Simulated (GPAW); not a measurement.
The system is CoO.

```
Co O
1.0
    -1.50800    1.50800    2.10725
     1.50800   -1.50800    2.10725
     1.50800    1.50800   -2.10725
Co O
1 1
Direct
  0.00000 0.00000 0.00000
  0.50000 0.50000 0.00000
```

Base run:

- Program: GPAW 26.7.0
- Functional: PBE
- Potentials or basis: GPAW PAW data sets (gpaw-data 1.2.1)
- Cutoff: 800 eV
- Basis: pw
- k mesh: 12 × 12 × 12
- Occupations: fermi-dirac, width 0.05 eV
- Spin: collinear spin, ferromagnetic start
- Starting moments: [2.0, 0.0] μB
- Hubbard terms: Co d U = 6 eV

Its results: band gap on the k mesh none (metal or under the smearing width); pressure 5.0 GPa; net moment 3.00 μB per cell; site moments Co +2.77; O +0.15 μB.

**Question.** After a change of settings the same cell gave: band gap on the k mesh none (metal or under the smearing width); pressure 4.0 GPa; net moment 3.00 μB per cell; site moments Co +2.72; O +0.17 μB. Which change was it?
A. hubbard terms from Co d U = 6 eV to Co d U = 4 eV
B. hubbard terms from Co d U = 6 eV to Co d U = 8 eV
C. hubbard terms from Co d U = 6 eV to none

**Answer.** A.

Caveats: a cell with one magnetic atom can't hold antiferromagnetic order, which such compounds often take.
